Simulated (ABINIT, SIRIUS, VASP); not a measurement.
HfB2: programs and potentials compared

```xyz
3
Lattice="0.0000 2.7161 2.7161 2.7161 0.0000 2.7161 2.7161 2.7161 0.0000" Properties=species:S:1:pos:R:3 pbc="T T T"
Hf    0.0000    0.0000    0.0000
B     1.3580    1.3580    1.3580
B     4.0741    4.0741    4.0741
```

The cell comes from a database or a generator and needn't be the stable form of this composition.

Alike in all runs: task single point; functional PBE; k mesh 9 × 9 × 9; occupations fermi-dirac, width 0.05 eV; no spin polarisation; no spin-orbit coupling. Pressure is positive in compression and, in plane waves, holds the error of the finite cutoff.

```json
{"program and potentials": "SIRIUS, PseudoDojo 0.4.1 PBE standard (scalar relativistic)", "plane-wave cutoff (eV)": "1054", "notes": "6 valence electrons an atom on average", "pressure (GPa)": "0.70"}
{"program and potentials": "VASP, PBE PAW files B, Hf_pv, 520 eV", "plane-wave cutoff (eV)": "520", "notes": "5.33 valence electrons an atom on average", "pressure (GPa)": "0.47"}
{"program and potentials": "ABINIT, JTH PAW PBE v2.0", "plane-wave cutoff (eV)": "517", "notes": "6 valence electrons an atom on average", "pressure (GPa)": "0.70"}
```

The pressure spans 0.47 (VASP, PBE PAW files B, Hf_pv, 520 eV) to 0.70 GPa (SIRIUS, PseudoDojo 0.4.1 PBE standard (scalar relativistic)).

The functional is the same throughout but for its coding, so the spread measures potentials, basis and numerics; runs on potential files found faulty are left out.
